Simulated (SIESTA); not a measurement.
# HgSe under changes of volume

One of the cells (28.067 Å³/atom); the others are scaled copies at fixed shape and fractional positions:

```
Hg Se
1.0
     0.00000    3.03900    3.03900
     3.03900    0.00000    3.03900
     3.03900    3.03900    0.00000
Hg Se
1 1
Direct
  0.00000 0.00000 0.00000
  0.75000 0.75000 0.75000
```

```yaml
Program: SIESTA 5.4.2
Functional: LDA
Potentials_or_basis: PseudoDojo 0.4 standard (LDA files)
Basis: DZP (energy shift 0.003 Ry; two zetas on semicore shells)
Grid_cutoff: 800 Ry
Energy_shift: 0.003 Ry
k_mesh: 8 × 8 × 8
Occupations: fermi-dirac, width 0.05 eV
Spin: no spin polarisation
```

```csv
volume (Å³/atom),energy over the lowest point (meV/atom),pressure (GPa)
26.383,27.46,5.0
26.944,13.07,3.3
27.505,?,?
28.067,0.00,0.5
28.628,0.36,-0.7
29.189,4.72,-1.8
29.751,12.66,-2.7
```

**Question.** What does the run at 27.505 Å³/atom give?

**Answer.** Energy over the lowest point 4.11 meV/atom; pressure 1.9 GPa.

Worked out: A Birch-Murnaghan fit of order 3 (a polynomial in V^(-2/3)) to the other rows has its minimum at 28.30 Å³/atom with B0 = V·E''(V) = 61 GPa and B' = 4.2. It gives 4.09 meV/atom at 27.505 Å³/atom, against the run's 4.11, and -dE/dV = 1.8 GPa, against 1.9.

Energies are extrapolated to zero smearing.

Caveats: short orbitals over semicore shells can move pressures by several GPa; the basis of atomic orbitals isn't converged, which shifts pressures, moduli and gaps.
